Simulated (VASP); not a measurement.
# GaP (R-3m) in VASP: further runs

Aim: see how the results for GaP move with the level of theory and the settings. Levels: PBEsol, r2SCAN. Tasks: single point.

All numbers are computed with VASP 6.6.1; they aren't measurements. Logs are shortened: lines on timing, memory, paths and dates and some standing lists are left out, and cuts for length are marked.

## Step 1: Starting point

It takes space group R-3m (No. 166, trigonal). The conventional cell has a = 3.829 Å, b = 3.829 Å, c = 19.069 Å, α = 90.00°, β = 90.00°, γ = 120.00°. Around Ga (site symmetry 3m) lie 3 P at 2.37 Å and 1 Ga at 2.45 Å. Around P (site symmetry 3m) lie 1 P at 2.20 Å and 3 Ga at 2.37 Å.

Measurements of this composition are mostly on another form, of space group No. 216.

## Step 2: Single point, PBEsol

File INCAR:

```
PREC = Accurate
ENCUT = 700
EDIFF = 1E-6
ISMEAR = 0
SIGMA = 0.02
LREAL = F
LASPH = T
NELM = 80
ALGO = Normal
ISIF = 2
LWAVE = F
LCHARG = F
GGA = PS
NBANDS = 26
```

File KPOINTS:

```
regular mesh
0
Gamma
  9 9 9
```

File POSCAR:

```
GaP
1.0
    1.9143800000      1.1052700000      6.3564400000
   -1.9143800000      1.1052700000      6.3564400000
    0.0000000000     -2.2105400000      6.3564400000
Ga P
2 2
Direct
    0.4358000000      0.4358000000      0.4358000000
    0.5642000000      0.5642000000      0.5642000000
    0.0577900000      0.0577900000      0.0577900000
    0.9422100000      0.9422100000      0.9422100000
```

Potentials or basis: VASP PAW PBE potentials, release 64 (Ga_d, P).

The run is started by

```sh
> cat potpaw_PBE.64/Ga_d/POTCAR potpaw_PBE.64/P/POTCAR > POTCAR
> mpirun -np 1 vasp_std > vasp.out
```

OUTCAR:

```text
PREC = Accurate
   ENCUT = 700
   EDIFF = 1E-6
   ISMEAR = 0
   LREAL = F
   LASPH = T
   NELM = 80
   ISIF = 2
   GGA = PS

 ion  position               nearest neighbor table
   1  0.436  0.436  0.436-   3 2.37   3 2.37   3 2.37   2 2.45
   2  0.564  0.564  0.564-   4 2.37   4 2.37   4 2.37   1 2.45
   3  0.058  0.058  0.058-   4 2.20   1 2.37   1 2.37   1 2.37
   4  0.942  0.942  0.942-   3 2.20   2 2.37   2 2.37   2 2.37

  LATTYP: Found a trigonal (rhomboedric) cell.
 ALAT       =     6.7298441312
 COS(alpha) =     0.8381631178

  Lattice vectors:

 A1 = (   1.9143800000,   1.1052700000,   6.3564400000)
 A2 = (  -1.9143800000,   1.1052700000,   6.3564400000)
 A3 = (   0.0000000000,  -2.2105400000,   6.3564400000)

Analysis of symmetry for initial positions (statically):
=====================================================================
 Subroutine PRICEL returns:
 Original cell was already a primitive cell.

 Routine SETGRP: Setting up the symmetry group for a
 trigonal (rhombohedral) supercell.

 Subroutine GETGRP returns: Found 12 space group operations
 (whereof 12 operations were pure point group operations)
 out of a pool of 12 trial point group operations.

The static configuration has the point symmetry D_3d.

Analysis of symmetry for dynamics (positions and initial velocities):
=====================================================================
 Subroutine PRICEL returns:
 Original cell was already a primitive cell.

 Routine SETGRP: Setting up the symmetry group for a
 trigonal (rhombohedral) supercell.

 Subroutine GETGRP returns: Found 12 space group operations
 (whereof 12 operations were pure point group operations)
 out of a pool of 12 trial point group operations.

The dynamic configuration has the point symmetry D_3d.

 Subroutine INISYM returns: Found 12 space group operations
 (whereof 12 operations are pure point group operations),
 and found     1 'primitive' translations

----------------------------------------------------------------------------------------

                                     Primitive cell

  volume of cell :      80.6978

  direct lattice vectors                    reciprocal lattice vectors
     1.914380000  1.105270000  6.356440000     0.261181166  0.150792717  0.052440255
    -1.914380000  1.105270000  6.356440000    -0.261181166  0.150792717  0.052440255
     0.000000000 -2.210540000  6.356440000     0.000000000 -0.301585435  0.052440255

  length of vectors
     6.729844131  6.729844131  6.729845211     0.306111132  0.306111132  0.306110690

  position of ions in fractional coordinates (direct lattice)
     0.435800000  0.435800000  0.435800000
     0.564200000  0.564200000  0.564200000
     0.057790000  0.057790000  0.057790000
     0.942210000  0.942210000  0.942210000

  ion indices of the primitive-cell ions
   primitive index   ion index
                 1           1
                 2           2
                 3           3
                 4           4

----------------------------------------------------------------------------------------

 KPOINTS: regular mesh

Automatic generation of k-mesh.
 Grid dimensions read from file:
 generate k-points for:    9    9    9

 Generating k-lattice:

  Cartesian coordinates                     Fractional coordinates (reciprocal lattice)
     0.029020130  0.016754746  0.005826695     0.111111111  0.000000000  0.000000000
    -0.029020130  0.016754746  0.005826695     0.000000000  0.111111111  0.000000000
     0.000000000 -0.033509493  0.005826695     0.000000000  0.000000000  0.111111111

  Length of vectors
     0.034012348  0.034012348  0.034012299

  Shift w.r.t. Gamma in fractional coordinates (k-lattice)
     0.000000000  0.000000000  0.000000000

 Subroutine IBZKPT returns following result:
 ===========================================

 Found     85 irreducible k-points:

 Following reciprocal coordinates:
            Coordinates               Weight
  0.000000  0.000000  0.000000      1.000000
  0.111111  0.000000  0.000000      6.000000
  0.222222  0.000000 -0.000000      6.000000
  0.333333  0.000000  0.000000      6.000000
  0.444444  0.000000 -0.000000      6.000000
  0.111111  0.111111  0.000000      6.000000
[... 16 lines left out ...]
 -0.333333  0.333333  0.000000      6.000000
  0.444444  0.444444 -0.000000      6.000000
 [... further k-points ...]
   k-points           NKPTS =     85   k-points in BZ     NKDIM =     85   number of bands    NBANDS=     26
   number of dos      NEDOS =    301   number of ions     NIONS =      4
   total plane-waves  NPLWV = 216000
   dimension x,y,z NGX =    60 NGY =   60 NGZ =   60
   dimension x,y,z NGXF=   120 NGYF=  120 NGZF=  120
   ions per type =               2   2
   NGX,Y,Z   is equivalent  to a cutoff of  14.82, 14.82, 14.82 a.u.
   NGXF,Y,Z  is equivalent  to a cutoff of  29.64, 29.64, 29.64 a.u.
 SYSTEM =  unknown system
   PREC   = accura    normal or accurate (medium, high low for compatibility)
   ISTART =      0    job   : 0-new  1-cont  2-samecut
   ICHARG =      2    charge: 1-file 2-atom 10-const
   ISPIN  =      1    spin polarized calculation?
   LNONCOLLINEAR =      F non collinear calculations
   LSORBIT =      F    spin-orbit coupling
   LASPH  =      T    aspherical Exc in radial PAW
   ENCUT  =  700.0 eV  51.45 Ry    7.17 a.u.  14.52 14.52 14.52*2*pi/ulx,y,z
   NELM   =     80;   NELMIN=  2; NELMDL= -5     # of ELM steps
   EDIFF  = 0.1E-05   stopping-criterion for ELM
   LREAL  =      F    real-space projection
   EDIFFG = 0.1E-04   stopping-criterion for IOM
   NSW    =      0    number of steps for IOM
   IBRION =     -1    ionic relax: 0-MD 1-quasi-New 2-CG
   NFREE  =      0    steps in history (QN), initial steepest desc. (CG)
   ISIF   =      2    stress and relaxation
   ISYM   =      2    0-nonsym 1-usesym 2-fastsym
   POTIM  = 0.5000    time-step for ionic-motion
   TEBEG  =    0.0;   TEEND  =   0.0 temperature during run
   PSTRESS=    0.0 pullay stress
   NELECT =      36.0000    total number of electrons
   NUPDOWN=      -1.0000    fix difference up-down
   EMIN   =  10.00;   EMAX   =-10.00  energy-range for DOS
   EFERMI =   0.00;   METHOD = LEGACY
   ISMEAR =     0;   SIGMA  =   0.02  broadening in eV -4-tet -1-fermi 0-gaus
   EFERMI_NEDOS =   21; number of points for ismear=-14 and -15
   IALGO  =     38    algorithm
   IMIX   =      4    mixing-type and parameters
     AMIX     =   0.40;   BMIX     =  1.00
     AMIX_MAG =   1.60;   BMIX_MAG =  1.00
  volume/ion in A,a.u.               =      20.17       136.14
  Fermi-wavevector in a.u.,A,eV,Ry     =   1.250898  2.363854 21.289645  1.564745
  Thomas-Fermi vector in A             =   2.384870
   LORBIT       =      0    0 simple, 1 ext, 2 COOP (PROOUT), +10 PAW based schemes
   GGA     = PS    functional components
   LHFCALC =     F    Hartree Fock is set to
   AEXX    =    0.0000 exact exchange contribution
   IVDW    =     0    specifies the selected vdW correction
   LEPSILON=     F    determine dielectric tensor
   LRPA    =     F    only Hartree local field effects (RPA)
 non-spin polarized calculation
 Gauss-broadening in eV      SIGMA  =   0.02
  energy-cutoff  :      700.00
  volume of cell :       80.70
 maximum number of plane-waves:      3414
 NGX is ok and might be reduce to    60
   NGX = 29   NGY = 29   NGZ = 29

 number of electron      36.0000001 magnetization

 Free energy of the ion-electron system (eV)
  ---------------------------------------------------
  ext. energy  EPLUGINS =         0.00000000
  ---------------------------------------------------
  free energy    TOTEN  =       -19.33440785 eV

  energy without entropy =      -19.33440785  energy(sigma->0) =      -19.33440785

 E-fermi :   5.0960     XC(G=0): -10.0424

 val. band max:        4.9337430681   @ k =   0.0000   0.0000   0.0000
 cond. band min:       5.7195183683   @ k =  -0.4444  -0.4444   0.1111
 fundamental gap:      0.7857753002
 Fermi energy:         5.0960170265

 k-point     1 :       0.0000    0.0000    0.0000
  band No.  band energies     occupation
      1      -9.8971      2.00000
      2      -9.7506      2.00000
      3      -9.7506      2.00000
      4      -9.7331      2.00000
      5      -9.7331      2.00000
      6      -9.6743      2.00000
[... 18 lines left out ...]
     25       9.2868      0.00000
     26      12.9385      0.00000

 k-point     2 :       0.1111    0.0000    0.0000
  band No.  band energies     occupation
      1      -9.8940      2.00000
      2      -9.7694      2.00000
      3      -9.7491      2.00000
      4      -9.7420      2.00000
      5      -9.7272      2.00000
      6      -9.6771      2.00000
[... 18 lines left out ...]
     25       9.7297      0.00000
     26      13.0600      0.00000

 k-point     3 :       0.2222    0.0000   -0.0000
  band No.  band energies     occupation
      1      -9.8873      2.00000
      2      -9.8093      2.00000
      3      -9.7609      2.00000
      4      -9.7461      2.00000
      5      -9.7120      2.00000
      6      -9.6844      2.00000
[... 18 lines left out ...]
     25      10.8386      0.00000
     26      12.1887      0.00000

 k-point     4 :       0.3333    0.0000    0.0000
  band No.  band energies     occupation
      1      -9.8825      2.00000
      2      -9.8453      2.00000
      3      -9.7778      2.00000
      4      -9.7441      2.00000
      5      -9.6948      2.00000
      6      -9.6930      2.00000
[... 18 lines left out ...]
     25      11.8358      0.00000
     26      12.1159      0.00000

 k-point     5 :       0.4444    0.0000   -0.0000
  band No.  band energies     occupation
      1      -9.8828      2.00000
      2      -9.8637      2.00000
      3      -9.7862      2.00000
      4      -9.7434      2.00000
      5      -9.6987      2.00000
      6      -9.6836      2.00000
[... 18 lines left out ...]
     25      11.7569      0.00000
     26      11.7749      0.00000

 k-point     6 :       0.1111    0.1111    0.0000
  band No.  band energies     occupation
      1      -9.8939      2.00000
      2      -9.7675      2.00000
      3      -9.7498      2.00000
      4      -9.7433      2.00000
      5      -9.7269      2.00000
      6      -9.6771      2.00000
[... 427 lines left out ...]
 k-point    21 :       0.4444    0.3333    0.0000
  band No.  band energies     occupation
      1      -9.8789      2.00000
      2      -9.8333      2.00000
      3      -9.8031      2.00000
      4      -9.7471      2.00000
      5      -9.7040      2.00000
      6      -9.6801      2.00000
[... 18 lines left out ...]
     25      12.8543      0.00000
     26      13.6701      0.00000

 k-point    22 :      -0.4444    0.3333    0.0000
  band No.  band energies     occupation
      1      -9.8726      2.00000
      2      -9.8458      2.00000
      3      -9.8049      2.00000
      4      -9.7416      2.00000
      5      -9.7164      2.00000
      6      -9.6684      2.00000
[... 18 lines left out ...]
     25      12.7301      0.00000
     26      13.4985      0.00000

 k-point    23 :      -0.3333    0.3333    0.0000
  band No.  band energies     occupation
      1      -9.8722      2.00000
      2      -9.8519      2.00000
      3      -9.8019      2.00000
      4      -9.7312      2.00000
      5      -9.7296      2.00000
      6      -9.6576      2.00000
[... 18 lines left out ...]
     25      12.4232      0.00000
     26      12.6529      0.00000

 k-point    24 :       0.4444    0.4444   -0.0000
  band No.  band energies     occupation
      1      -9.8818      2.00000
      2      -9.8306      2.00000
      3      -9.8115      2.00000
      4      -9.7494      2.00000
      5      -9.6989      2.00000
      6      -9.6822      2.00000
[... 18 lines left out ...]
     25      13.7615      0.00000
     26      14.6726      0.00000

 [... further k-points ...]

------------------------ aborting loop because EDIFF is reached ----------------------------------------

  FORCE on cell =-STRESS in cart. coord.  units (eV):
  Direction    XX          YY          ZZ          XY          YZ          ZX
  --------------------------------------------------------------------------------------
  -------------------------------------------------------------------------------------
  Total        0.0102660      0.0102661      0.0042583      0.0000000     -0.0000000     -0.0000000
  in kB        0.2038223      0.2038231      0.0845441      0.0000000     -0.0000000     -0.0000000
  external PRESSURE =       0.1640632 kB  Pullay stress =       0.0000000 kB

 VOLUME and BASIS-vectors are now :
 -----------------------------------------------------------------------------
  energy-cutoff  :      700.00
  volume of cell :       80.70
      direct lattice vectors                 reciprocal lattice vectors
     1.914380000  1.105270000  6.356440000     0.261181166  0.150792717  0.052440255
    -1.914380000  1.105270000  6.356440000    -0.261181166  0.150792717  0.052440255
     0.000000000 -2.210540000  6.356440000     0.000000000 -0.301585435  0.052440255

 POSITION                                       TOTAL-FORCE (eV/Angst)
 -----------------------------------------------------------------------------------
      0.00000      0.00000      8.31041        -0.000000      0.000000      0.000911
      0.00000      0.00000     10.75891        -0.000000     -0.000000     -0.000911
      0.00000      0.00000      1.10202         0.000000      0.000000     -0.004807
      0.00000      0.00000     17.96730         0.000000      0.000000      0.004807
 -----------------------------------------------------------------------------------
    total drift:                               -0.000000     -0.000000      0.000000

  FREE ENERGIE OF THE ION-ELECTRON SYSTEM (eV)
  ---------------------------------------------------
  free  energy   TOTEN  =       -19.3344078536 eV

  energy  without entropy=      -19.3344078536  energy(sigma->0) =      -19.33440785
```

Run time: 5.7 min. Hardware: 1 thread of Intel Xeon Platinum 8488C (Sapphire Rapids), shared host; peak memory 0.6 GiB.

What came out:

```yaml
Free_energy: -19.3344 eV
Pressure: 0.0 GPa
Largest_force: 0.005 eV/Å
Band_gap_on_the_k_mesh: 0.79 eV, indirect (least direct gap 1.15 eV)
```

Forces on the atoms (eV/Å):
```
Ga   0.000  0.000  0.001
Ga   0.000  0.000 -0.001
P    0.000  0.000 -0.005
P    0.000  0.000  0.005
```

Caveat: the PAW data sets were made with another functional, which shifts forces and pressure a little; an odd mesh through Γ misses points on the zone boundary, where band edges often lie.

## Step 3: Single point, PBEsol

Changes to INCAR since step 2:

```diff
@@ -1,3 +1,3 @@
 PREC = Accurate
-ENCUT = 700
+ENCUT = 520
 EDIFF = 1E-6
```

File KPOINTS:

```
regular mesh
0
Gamma
  12 12 12
```

POSCAR is that of step 2.

Potentials or basis: VASP PAW PBE potentials, release 64 (Ga_d, P).

The run is started by

```sh
> cat potpaw_PBE.64/Ga_d/POTCAR potpaw_PBE.64/P/POTCAR > POTCAR
> mpirun -np 1 vasp_std > vasp.out
```

It took 8.7 min on 1 thread of Intel Xeon Platinum 8488C (Sapphire Rapids), shared host; peak memory 0.56 GiB.

The run converged. Its results:

| Property | Result |
| --- | --- |
| Free energy | -19.3350 eV |
| Pressure | 0.0 GPa |
| Largest force | 0.005 eV/Å |
| Band gap on the k mesh | 0.69 eV, indirect (least direct gap 1.15 eV) |

Forces in eV/Å, atoms in the order of the input:
```
Ga   0.000  0.000  0.003
Ga   0.000  0.000 -0.003
P    0.000  0.000 -0.005
P    0.000  0.000  0.005
```

Levels at points of the mesh, in eV from the valence-band top:
| k point | band 14 | band 15 | band 16 | band 17 | band 18 | band 19 | band 20 | band 21 | band 22 | band 23 |
| --- | --- | --- | --- | --- | --- | --- | --- | --- | --- | --- |
| (0.00, 0.00, 0.00) | -1.82 | -1.82 | -0.25 | 0.00 | 0.00 | 1.15 | 1.75 | 2.72 | 3.64 | 3.64 |
| (0.50, 0.00, 0.00) | -5.75 | -4.65 | -2.93 | -2.83 | -1.86 | 1.53 | 2.59 | 3.61 | 4.41 | 6.25 |
| (0.50, 0.50, 0.00) | -6.99 | -3.93 | -3.22 | -1.28 | -0.58 | 0.69 | 1.33 | 1.55 | 3.94 | 4.08 |
| (0.50, 0.50, 0.50) | -3.83 | -1.72 | -1.72 | -0.27 | -0.27 | 1.18 | 2.44 | 3.82 | 3.82 | 5.04 |

Caveat: the PAW data sets were made with another functional, which shifts forces and pressure a little.

## Step 4: Single point, PBEsol

Changes to INCAR since step 3:

```diff
@@ -4,3 +4,3 @@
 ISMEAR = 0
-SIGMA = 0.02
+SIGMA = 0.5
 LREAL = F
```

File KPOINTS:

```
regular mesh
0
Gamma
  9 9 9
```

POSCAR is that of step 3.

The run is started by

```sh
> cat potpaw_PBE.64/Ga_d/POTCAR potpaw_PBE.64/P/POTCAR > POTCAR
> mpirun -np 1 vasp_std > vasp.out
```

It took 3.7 min on 1 thread of Intel Xeon Platinum 8488C (Sapphire Rapids), shared host; peak memory 0.42 GiB.

It converged, with:

* Free energy: -19.3366 eV
* Pressure: 0.0 GPa
* Largest force: 0.017 eV/Å
* Band gap on the k mesh: 0.79 eV, indirect (least direct gap 1.15 eV)

Forces on the atoms (eV/Å):
```
Ga   0.000  0.000  0.017
Ga   0.000  0.000 -0.017
P    0.000  0.000 -0.010
P    0.000  0.000  0.010
```

Levels at points of the mesh, in eV from the valence-band top:
| k point | band 14 | band 15 | band 16 | band 17 | band 18 | band 19 | band 20 | band 21 | band 22 | band 23 |
| --- | --- | --- | --- | --- | --- | --- | --- | --- | --- | --- |
| (0.00, 0.00, 0.00) | -1.82 | -1.82 | -0.25 | 0.00 | 0.00 | 1.15 | 1.76 | 2.72 | 3.64 | 3.64 |

Caveat: the PAW data sets were made with another functional, which shifts forces and pressure a little; an odd mesh through Γ misses points on the zone boundary, where band edges often lie.

## Step 5: Single point, PBEsol

Changes to INCAR since step 4:

```diff
@@ -1,6 +1,6 @@
 PREC = Accurate
-ENCUT = 520
+ENCUT = 900
 EDIFF = 1E-6
 ISMEAR = 0
-SIGMA = 0.5
+SIGMA = 0.02
 LREAL = F
```

KPOINTS is that of step 4.

POSCAR is that of step 4.

Potentials or basis: VASP PAW PBE potentials, release 64 (Ga_h, P_h).

The run is started by

```sh
> cat potpaw_PBE.64/Ga_h/POTCAR potpaw_PBE.64/P_h/POTCAR > POTCAR
> mpirun -np 1 vasp_std > vasp.out
```

Wall time 11 min (1 thread of Intel Xeon Platinum 8488C (Sapphire Rapids), shared host); peak memory 0.87 GiB.

It converged, with:

```yaml
Free_energy: -19.3255 eV
Pressure: 0.1 GPa
Band_gap_on_the_k_mesh: 0.78 eV, indirect (least direct gap 1.14 eV)
```

Levels at points of the mesh, in eV from the valence-band top:
| k point | band 15 | band 16 | band 17 | band 18 | band 19 | band 20 | band 21 | band 22 |
| --- | --- | --- | --- | --- | --- | --- | --- | --- |
| (0.00, 0.00, 0.00) | -1.82 | -0.26 | 0.00 | 0.00 | 1.14 | 1.75 | 2.71 | 3.63 |

Caveat: the PAW data sets were made with another functional, which shifts forces and pressure a little; an odd mesh through Γ misses points on the zone boundary, where band edges often lie.

(Continued in part 2 of 2.)
